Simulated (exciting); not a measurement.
Wanted: the native input for an exciting (release sodium) run.

* Task: density of states
* Functional: LDA-GL
* Potentials or basis: all-electron LAPW+lo, shipped species files, valence relativity iora*
* rgkmax: 8
* k mesh: 11 × 11 × 6
* Occupations: gaussian, width 0.05 eV
* Spin: no spin polarisation
* outputlevel: high
* DOS window about the Fermi level (Ha): [-0.4, 0.4] Ha
* gmaxvr (cutoff of density and potential): 14 1/bohr
* lmaxapw (and lmaxmat): 10
* lmaxvr: 8
* nempty: 18
* Valence relativity: iora*
* epsengy: 1e-05 Ha
* epspot: 1e-05 Ha
* maxscl: 60
* Muffin-tin radii: Ru 2.3 bohr

The system is Ru.

```
CELL_PARAMETERS angstrom
2.77611 0.00000 0.00000
-1.38806 2.40418 0.00000
0.00000 0.00000 4.39317
ATOMIC_POSITIONS crystal
Ru 0.66667 0.33333 0.75000
Ru 0.33333 0.66667 0.25000
```

The cell isn't the ideal one: volume scaled by 1.08.

These files were run (other wordings do the same):

input.xml

```xml
<input>
  <title>Ru</title>
  <structure speciespath="./" tshift="false" cartesian="true">
    <crystal scale="5.2460908987">
      <basevect>0.999999999994 0.000000000000 0.000000000000</basevect>
      <basevect>-0.500000000015 0.866025403794 0.000000000000</basevect>
      <basevect>0.000000000000 0.000000000000 1.582489467051</basevect>
    </crystal>
    <species speciesfile="Ru.xml" rmt="2.3">
      <atom coord="2.623045449564 1.514415996144 6.226412692787"/>
      <atom coord="-0.000000000325 3.028831992743 2.075470897596"/>
    </species>
  </structure>
  <groundstate do="fromscratch" ngridk="11 11 6" rgkmax="8" gmaxvr="14" lmaxapw="10" lmaxmat="10" lmaxvr="8" stype="Gaussian" swidth="0.00183747" nempty="18" ValenceRelativity="iora*" epsengy="1e-05" epspot="1e-05" maxscl="60" outputlevel="high">
    <libxc exchange="XC_LDA_X" correlation="XC_LDA_C_GL"/>
  </groundstate>
  <properties>
    <dos nwdos="300" winddos="-0.4 0.4" inttype="tetra" ngrdos="100" nsmdos="2" lmirep="true"/>
  </properties>
</input>
```

Potentials or basis: all-electron LAPW+lo, shipped species files, valence relativity iora*.

Launch:

```sh
$ OMP_NUM_THREADS=1 exciting_smp
```

Results of the run:

| Quantity | Value |
| --- | --- |
| Band gap on the k mesh | none (metal or under the smearing width) |
| All electrons inside the program's atomic spheres | Ru 41.94 (radii Ru 2.3 bohr) |

Run time: 84 s on 1 thread of Arm Neoverse V1, on a shared host, peak memory 0.12 GiB.
